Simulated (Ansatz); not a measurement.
**As: a sweep of one setting**

```
As
1.0
     1.87975    1.08527    3.48577
    -1.87975    1.08527    3.48577
     0.00000   -2.17055    3.48577
As
2
Direct
  0.22754 0.22754 0.22754
  0.77246 0.77246 0.77246
```

Atom numbers follow the list: As1, As2.

The cell is a measured one (Crystallography Open Database entry 9009651); the temperature and pressure of the measurement aren't taken into account, and nothing was relaxed.

Level of theory: Ansatz 0.2.0, DFT, PBE, PAW with Ansatz's default frozen-core files, scalar-relativistic.

The runs use a Γ-centred 13×13×13 k mesh, Fermi–Dirac smearing of 0.05 eV, cutoff 420 eV, no spin polarisation. One setting is then changed at a time.

```json
{"k mesh": "13×13×13 (base)", "free energy less the base's (meV/atom)": "0.0", "P (GPa)": "3.59", "force As1 z (eV/Å)": "0.226"}
{"k mesh": "4×4×4", "free energy less the base's (meV/atom)": "-36.4", "P (GPa)": "3.58", "force As1 z (eV/Å)": "-0.129"}
{"k mesh": "6×6×6", "free energy less the base's (meV/atom)": "-19.2", "P (GPa)": "3.46", "force As1 z (eV/Å)": "0.109"}
{"k mesh": "10×10×10", "free energy less the base's (meV/atom)": "-2.2", "P (GPa)": "3.54", "force As1 z (eV/Å)": "0.228"}
{"k mesh": "18×18×18", "free energy less the base's (meV/atom)": "1.0", "P (GPa)": "3.62", "force As1 z (eV/Å)": "0.216"}
```
